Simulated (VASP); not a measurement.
The system is VN.

```
V N
1.0
     0.00000    2.04000    2.04000
     2.04000    0.00000    2.04000
     2.04000    2.04000    0.00000
V N
1 1
Direct
  0.00000 0.00000 0.00000
  0.50000 0.50000 0.50000
```

The cell was built by a generator and needn't be a form met in nature.

- Program: VASP 6.6.1
- Task: relaxation of cell and atoms
- Functional: LDA
- Potentials or basis: VASP PAW LDA potentials, release 64 (V_sv, N)
- Cutoff: 600 eV
- k mesh: 18 × 18 × 18
- Occupations: methfessel-paxton, width 0.1 eV
- Spin: no spin polarisation

At the start: pressure -8.6 GPa; volume 8.49 Å³/atom.

Q: How do energy, volume and symmetry change on relaxing?

A: Over 3 steps the energy falls by 5.7 meV/atom and the volume is 8.28 Å³/atom (-2.4 %); space group Fm-3m (No. 225, to 0.05 Å).

The path:
```
step  energy change (eV)  largest force (eV/Å)  pressure (GPa)  volume (Å³)
   1              0.0000                0.0000           -8.61        16.98
   2              0.0229                0.0000           16.84        15.88
   3             -0.0114                0.0000           -0.09        16.57
```

Final structure:
```
CELL_PARAMETERS angstrom
0.00000 2.02338 2.02338
2.02338 0.00000 2.02338
2.02338 2.02338 0.00000
ATOMIC_POSITIONS crystal
V 0.00000 0.00000 0.00000
N 0.50000 0.50000 0.50000
```

Caveat: the run has no spin polarisation, though such a crystal can be magnetic.
